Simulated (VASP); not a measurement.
# AlN (P6_3mc) in VASP: notebook, part 2 of 2

VASP 6.6.1. Earlier steps stand in the parts before.

## (3) Relaxation of cell and atoms, PBEsol

INCAR

```
PREC = Accurate
ENCUT = 600
EDIFF = 1E-6
ISMEAR = 0
SIGMA = 0.03
LREAL = F
LASPH = T
NELM = 80
ALGO = Normal
ISIF = 3
LWAVE = F
LCHARG = F
GGA = PS
IBRION = 2
NSW = 90
EDIFFG = -0.01
KPAR = 4
```

KPOINTS

```
regular mesh
0
Gamma
  12 12 6
```

POSCAR

```
AlN
1.0
    3.1130000000      0.0000000000      0.0000000000
   -1.5565000000      2.6959370820      0.0000000000
    0.0000000000      0.0000000000      4.9810000000
Al N
2 2
Direct
    0.3333333333      0.6666666667      0.0000000000
    0.6666666667      0.3333333333      0.5000000000
    0.3333333333      0.6666666667      0.3800000000
    0.6666666667      0.3333333333      0.8800000000
```

Potentials or basis: VASP PAW PBE potentials, release 64 (Al, N).

Run with:

```
> cat potpaw_PBE.64/Al/POTCAR potpaw_PBE.64/N/POTCAR > POTCAR
> mpirun -np 4 vasp_std > vasp.out
```

OUTCAR:

```text
PREC = Accurate
   ENCUT = 600
   EDIFF = 1E-6
   ISMEAR = 0
   LREAL = F
   LASPH = T
   NELM = 80
   ISIF = 3
   GGA = PS
   IBRION = 2
   NSW = 90
   EDIFFG = -0.01

 ion  position               nearest neighbor table
   1  0.333  0.667  0.000-   3 1.89   4 1.89   4 1.89   4 1.89   2 3.07   2 3.07   2 3.07   2 3.07
                             2 3.07   2 3.07
   2  0.667  0.333  0.500-   4 1.89   3 1.89   3 1.89   3 1.89   1 3.07   1 3.07   1 3.07   1 3.07
                             1 3.07   1 3.07
   3  0.333  0.667  0.380-   1 1.89   2 1.89   2 1.89   2 1.89
   4  0.667  0.333  0.880-   2 1.89   1 1.89   1 1.89   1 1.89

  LATTYP: Found a hexagonal cell.
 ALAT       =     3.1130000000
 C/A-ratio  =     1.6000642467

  Lattice vectors:

 A1 = (   3.1130000000,   0.0000000000,   0.0000000000)
 A2 = (  -1.5565000000,   2.6959370820,   0.0000000000)
 A3 = (   0.0000000000,   0.0000000000,   4.9810000000)

Analysis of symmetry for initial positions (statically):
=====================================================================
 Subroutine PRICEL returns:
 Original cell was already a primitive cell.

 Routine SETGRP: Setting up the symmetry group for a
 hexagonal supercell.

 Subroutine GETGRP returns: Found 12 space group operations
 (whereof  6 operations were pure point group operations)
 out of a pool of 24 trial point group operations.

The static configuration has the point symmetry C_3v.
[... 358 lines left out ...]
--------------------------------------- Ionic step        6  -------------------------------------------

 number of electron      15.9999999 magnetization

 Free energy of the ion-electron system (eV)
  ---------------------------------------------------
  ext. energy  EPLUGINS =         0.00000000
  ---------------------------------------------------
  free energy    TOTEN  =       -31.31569257 eV

  energy without entropy =      -31.31569257  energy(sigma->0) =      -31.31569257

 E-fermi :   6.2113     XC(G=0): -11.1048

 val. band max:        6.0635553052   @ k =   0.0000   0.0000   0.0000
 cond. band min:      10.1847279184   @ k =   0.0000   0.0000   0.0000
 fundamental gap:      4.1211726132
 Fermi energy:         6.2112579475

 k-point     1 :       0.0000    0.0000    0.0000
  band No.  band energies     occupation
      1      -9.1072      2.00000
      2      -6.9228      2.00000
      3       0.0069      2.00000
      4       5.1827      2.00000
      5       5.1827      2.00000
      6       5.8377      2.00000
      7       5.8377      2.00000
      8       6.0636      2.00000
      9      10.1847      0.00000
     10      12.6178      0.00000
     11      16.5653      0.00000
     12      17.0875      0.00000
[... 331 lines left out ...]
 k-point    24 :       0.3333    0.0000    0.1667
  band No.  band energies     occupation
      1      -7.7663      2.00000
      2      -6.5102      2.00000
      3       1.1007      2.00000
      4       2.0795      2.00000
      5       2.6908      2.00000
      6       4.2656      2.00000
      7       5.2605      2.00000
      8       5.3931      2.00000
      9      11.7915      0.00000
     10      12.5873      0.00000
     11      14.4547      0.00000
     12      16.1278      0.00000

 [... further k-points ...]
[... 5 lines left out ...]
  --------------------------------------------------------------------------------------
  -------------------------------------------------------------------------------------
  Total        0.0201304      0.0201304      0.0265649      0.0000000      0.0000000     -0.0000000
  in kB        0.7717021      0.7717021      1.0183691      0.0000000      0.0000000     -0.0000000
  external PRESSURE =       0.8539244 kB  Pullay stress =       0.0000000 kB
[... 19 lines left out ...]
  FREE ENERGIE OF THE ION-ELECTRON SYSTEM (eV)
  ---------------------------------------------------
  free  energy   TOTEN  =       -31.3156925723 eV

  energy  without entropy=      -31.3156925723  energy(sigma->0) =      -31.31569257

 reached required accuracy - stopping structural energy minimisation
```

OSZICAR:

```text
N       E                     dE             d eps       ncg     rms          rms(c)
DAV:   1     0.552356370558E+02    0.55236E+02   -0.82979E+03  1824   0.134E+03
DAV:   2    -0.314610785491E+02   -0.86697E+02   -0.79787E+02  2700   0.243E+02
DAV:   3    -0.357298374655E+02   -0.42688E+01   -0.42527E+01  2408   0.586E+01
[... 38 lines left out ...]
       N       E                     dE             d eps       ncg     rms          rms(c)
DAV:   1    -0.313157497141E+02   -0.63033E-04   -0.19879E-03  1912   0.433E-01    0.491E-02
DAV:   2    -0.313156952906E+02    0.54424E-04   -0.14998E-04  2208   0.103E-01    0.145E-02
DAV:   3    -0.313156931795E+02    0.21111E-05   -0.11621E-05  2092   0.313E-02    0.534E-03
DAV:   4    -0.313156925723E+02    0.60724E-06   -0.11396E-06  1016   0.967E-03
   6 F= -.31315693E+02 E0= -.31315693E+02  d E =-.630849E-05
```

CONTCAR:

```text
AlN
   1.00000000000000
     3.1127044166859315    0.0000000000000000    0.0000000000000000
    -1.5563522083429657    2.6956810993410758   -0.0000000000000000
    -0.0000000000000000    0.0000000000000000    4.9808959609287395
  Al              N
     2     2
Direct
     0.3333333332999970    0.6666666667000030    0.9989884320416089
     0.6666666667000030    0.3333333332999970    0.4989884320416089
     0.3333333332999970    0.6666666667000030    0.3810115679583936
     0.6666666667000030    0.3333333332999970    0.8810115679583936

  0.00000000E+00  0.00000000E+00  0.00000000E+00
  0.00000000E+00  0.00000000E+00  0.00000000E+00
  0.00000000E+00  0.00000000E+00  0.00000000E+00
  0.00000000E+00  0.00000000E+00  0.00000000E+00
```

Wall time 25 s (4 MPI ranks of Intel Xeon Platinum 8488C (Sapphire Rapids), shared host); peak memory 0.19 GiB.

Results:

```yaml
Free_energy: -31.3157 eV
Relaxed_volume: 10.45 Å³/atom
Relaxed_cell: a = 3.113 Å, b = 3.113 Å, c = 4.981 Å, α = 90.00°, β = 90.00°, γ = 120.00°
Space_group_after_relaxing_to_0.05_Å: P6_3mc (No. 186)
Energy_gained_by_relaxing: 0.3 meV/atom
Ionic_steps: 6
Pressure_after_relaxing: 0.1 GPa
Band_gap_on_the_k_mesh: 4.12 eV, direct
```

Step by step:
| step | energy change (eV) | largest force (eV/Å) | pressure (GPa) | volume (Å³) |
| --- | --- | --- | --- | --- |
| 1 | 0.0000 | 0.1321 | 0.04 | 41.80 |
| 2 | -0.0003 | 0.0871 | 0.02 | 41.82 |
| 3 | -0.0012 | 0.0143 | 0.05 | 41.81 |
| 4 | -0.0013 | 0.0063 | -0.06 | 41.83 |
| 5 | -0.0013 | 0.0013 | -0.12 | 41.84 |
| 6 | -0.0013 | 0.0005 | 0.09 | 41.79 |

Final structure:
```cif
data_structure
_symmetry_space_group_name_H-M 'P 1'
_symmetry_Int_Tables_number 1
_cell_length_a 3.1127
_cell_length_b 3.1127
_cell_length_c 4.9809
_cell_angle_alpha 90.000
_cell_angle_beta 90.000
_cell_angle_gamma 120.000
_cell_volume 41.79
loop_
_atom_site_label
_atom_site_type_symbol
_atom_site_fract_x
_atom_site_fract_y
_atom_site_fract_z
_atom_site_occupancy
Al1 Al 0.33333 0.66667 0.99899 1
Al2 Al 0.66667 0.33333 0.49899 1
N1 N 0.33333 0.66667 0.38101 1
N2 N 0.66667 0.33333 0.88101 1
```

Levels at points of the mesh, in eV from the valence-band top:
```tsv
k point	band 5	band 6	band 7	band 8	band 9	band 10	band 11	band 12
(0.00, 0.00, 0.00)	-0.88	-0.23	-0.23	0.00	4.12	6.55	10.50	11.02
(0.50, 0.00, 0.00)	-3.38	-2.12	-1.81	-0.70	5.67	5.68	8.08	10.16
(0.00, 0.00, 0.50)	-0.56	-0.56	-0.56	-0.56	6.37	6.37	10.21	10.21
(0.50, 0.00, 0.50)	-1.49	-1.49	-1.38	-1.38	5.17	5.17	9.13	9.13
```

Caveat: the PAW data sets were made with another functional, which shifts forces and pressure a little.

## (4) Relaxation of cell and atoms, PBEsol

INCAR, as its differences from that of step 3:

```diff
@@ -2,3 +2,3 @@
 ENCUT = 600
-EDIFF = 1E-6
+EDIFF = 1E-7
 ISMEAR = 0
@@ -15,3 +15,3 @@
 NSW = 90
-EDIFFG = -0.01
+EDIFFG = -0.005
 KPAR = 4
```

KPOINTS is that of step 3.

POSCAR

```
AlN                                     
1.0
    3.1127044167      0.0000000000      0.0000000000
   -1.5563522083      2.6956810993     -0.0000000000
   -0.0000000000      0.0000000000      4.9808959609
  Al              N             
     2     2
Direct
     0.3333333332999970    0.6666666667000030    0.9989884320416089
     0.6666666667000030    0.3333333332999970    0.4989884320416089
     0.3333333332999970    0.6666666667000030    0.3810115679583936
     0.6666666667000030    0.3333333332999970    0.8810115679583936
```

Run with:

```
> cat potpaw_PBE.64/Al/POTCAR potpaw_PBE.64/N/POTCAR > POTCAR
> mpirun -np 4 vasp_std > vasp.out
```

Wall time 17 s (4 MPI ranks of Intel Xeon Platinum 8488C (Sapphire Rapids), shared host); peak memory 0.19 GiB.

The run converged. Its results:

| Property | Result |
| --- | --- |
| Free energy | -31.3157 eV |
| Relaxed volume | 10.45 Å³/atom |
| Relaxed cell | a = 3.113 Å, b = 3.113 Å, c = 4.982 Å, α = 90.00°, β = 90.00°, γ = 120.00° |
| Space group after relaxing (to 0.05 Å) | P6_3mc (No. 186) |
| Energy gained by relaxing | 0.0 meV/atom |
| Ionic steps | 3 |
| Pressure after relaxing | 0.0 GPa |
| Band gap on the k mesh | 4.12 eV, direct |

Final structure:
```xyz
4
Lattice="3.1131 0.0000 0.0000 -1.5566 2.6960 0.0000 0.0000 0.0000 4.9818" Properties=species:S:1:pos:R:3 pbc="T T T"
Al    0.0000    1.7974    4.9768
Al    1.5566    0.8987    2.4859
N     0.0000    1.7974    1.8981
N     1.5566    0.8987    4.3890
```

Levels at points of the mesh, in eV from the valence-band top:
| k point | band 5 | band 6 | band 7 | band 8 | band 9 | band 10 | band 11 | band 12 |
| --- | --- | --- | --- | --- | --- | --- | --- | --- |
| (0.00, 0.00, 0.00) | -0.88 | -0.23 | -0.23 | 0.00 | 4.12 | 6.55 | 10.50 | 11.02 |
| (0.50, 0.00, 0.00) | -3.38 | -2.12 | -1.81 | -0.70 | 5.67 | 5.67 | 8.07 | 10.16 |
| (0.00, 0.00, 0.50) | -0.56 | -0.56 | -0.56 | -0.56 | 6.37 | 6.37 | 10.20 | 10.20 |
| (0.50, 0.00, 0.50) | -1.49 | -1.49 | -1.38 | -1.38 | 5.17 | 5.17 | 9.12 | 9.12 |

Caveat: the PAW data sets were made with another functional, which shifts forces and pressure a little. A k mesh can miss the band edges.
